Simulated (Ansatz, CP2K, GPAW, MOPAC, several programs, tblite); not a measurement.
**Many methods on one cell: BaS (zincblende)**

BaS (zincblende), relaxed with r2SCAN in Ansatz, was computed with several methods. The symmetry is F-43m (No. 216, cubic); conventional cell a = 7.039 Å, 43.59 Å³ an atom. Ba has 4 S at 3.05 Å; S has 4 Ba at 3.05 Å. The structure was generated, not taken from experiment, and needn't be the ground state; spin polarisation is off.

```yaml
crystal:
  lattice:
    - [0.00000, 3.51941, 3.51941]
    - [3.51941, 0.00000, 3.51941]
    - [3.51941, 3.51941, 0.00000]
  atoms:
    - { symbol: Ba, position: [0.00000, 0.00000, 0.00000] }
    - { symbol: S, position: [0.25000, 0.25000, 0.25000] }
```

Gaps and times are for a single point on this cell; volume and bulk modulus come from each method's own relaxation or energy curve at fixed shape. Times are rough, from shared hosts (Arm Neoverse V1), and each method has its own mesh and cell size. A dagger marks a closed or tiny gap in a crystal that DFT finds insulating: a failure of the method or a wrong SCF state. PM6 (MOPAC), PM7 (MOPAC), GFN2-xTB (tblite) treat a cluster of cells at its zone centre, which samples few k points: where these miss a band edge, the gap comes out too large for that reason alone. Gaps from k meshes are read at a limited set of points (mesh, symmetry points, PBE's band edges), so each method's own least gap may be somewhat smaller. xTB and the PM methods were fitted mostly to molecules, and can miss a solid's gap by electronvolts. Minimal bases can be far off for gaps. GLLB-SC's gap includes the derivative discontinuity. d marks a direct gap, i an indirect one (no mark: not told apart), a dash a value that wasn't computed or didn't pass its checks.

```csv
method,kind,gap (eV),own volume (Å³/atom),bulk modulus (GPa),atoms computed,processor time
light PBE (260 eV and a coarse mesh),light plane-wave,2.74 i,–,–,2,0.73 s
PBE,semilocal,2.75 i,43.59,28,2,3.1 s
GFN2-xTB (tblite),tight binding,0.00†,–,–,64,5.4 s
PBE/SZV (CP2K),small basis,overlap 0.22†,–,–,2,6.7 s
r2SCAN,semilocal,3.07 i,43.59,29,2,7.4 s
PM7 (MOPAC),semi-empirical,3.72,–,–,64,8.7 s
GLLB-SC (GPAW),model potential,5.84,–,–,2,11 s
PBE/single zeta (GPAW),small basis,2.88 i,–,–,2,13 s
PBE/DZVP (CP2K),small basis,2.81 i,44.64,29,2,13 s
PM6 (MOPAC),semi-empirical,2.26,–,–,64,13 s
```

Against r2SCAN (3.07 eV) and with closed or daggered gaps left aside, the nearest gap at the points sampled is that of PBE/single zeta (GPAW) (-0.19 eV) and the farthest that of GLLB-SC (GPAW) (+2.77 eV). r2SCAN is only a yardstick of convenience: semilocal gaps usually lie below measured ones, which GLLB-SC and hybrids aim to mend.

Volumes against r2SCAN's: PBE 0.0 %, PBE/DZVP (CP2K) +2.4 %.

Runs without a result: GFN1-xTB (tblite) (single point).

The runs are scalar-relativistic, without spin-orbit coupling.
